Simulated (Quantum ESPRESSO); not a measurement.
## Si: zone-centre phonons and dielectric response under several settings

```xyz
2
Lattice="0.0000 2.7219 2.7219 2.7219 0.0000 2.7219 2.7219 2.7219 0.0000" Properties=species:S:1:pos:R:3 pbc="T T T"
Si    2.7219    2.7219    2.7219
Si    4.0828    4.0828    4.0828
```

All runs used Quantum ESPRESSO 7.5; k mesh 8 × 8 × 8, shifted; no spin polarisation; occupations smeared at first, fixed for the response.

```csv
level,potentials,geometry,cutoff (eV),volume (Å³/atom),pressure (GPa),lowest optical mode without the field (cm⁻¹),ε∞ (mean),ε0 (mean)
LDA,PseudoDojo 0.4.1 SR LDA standard,relaxed cell,435,19.61,0.0,514,13.20,13.2
LDA,PseudoDojo 0.4.1 SR LDA standard,"given cell, atoms relaxed",435,20.16,-2.5,500,13.33,13.3
PBE,PseudoDojo 0.4.1 SR PBE standard,relaxed cell,490,20.44,0.0,503,12.98,13.0
PBE,PseudoDojo 0.4.1 SR PBE standard,"given cell, atoms relaxed",490,20.16,1.2,510,12.92,12.9
PBEsol,PseudoDojo 0.4.1 SR PBEsol standard,relaxed cell,490,20.02,0.0,510,13.28,13.3
PBEsol,PseudoDojo 0.4.1 SR PBEsol standard,"given cell, atoms relaxed",490,20.16,-0.7,506,13.31,13.3
PBE,SSSP 1.3 efficiency PBE,relaxed cell,748,?,0.0,?,?,?
PBE,SG15 PBE 1.2,relaxed cell,544,20.54,0.0,501,13.15,13.1
LDA,GBRV 1.5 LDA,relaxed cell,612,19.69,0.0,514,13.27,13.3
PBEsol,GBRV 1.5 PBEsol,relaxed cell,612,20.04,0.0,509,13.30,13.3
PBE,JTH 2.0 PBE,relaxed cell,490,20.45,0.0,502,12.93,12.9
RPBE,PseudoDojo 0.4.1 SR PBE standard,relaxed cell,490,20.58,0.0,501,12.77,12.8
```

Q: What stands in the row left open?

A: Volume 20.45 Å³/atom; lowest optical mode without the field 503 cm⁻¹; ε∞ 12.99; ε0 13.0.

Caveats: the cutoff is low for these files, which shifts pressure and relaxed volume (some runs); the potentials were made for another functional, which shifts forces and pressure (some runs).
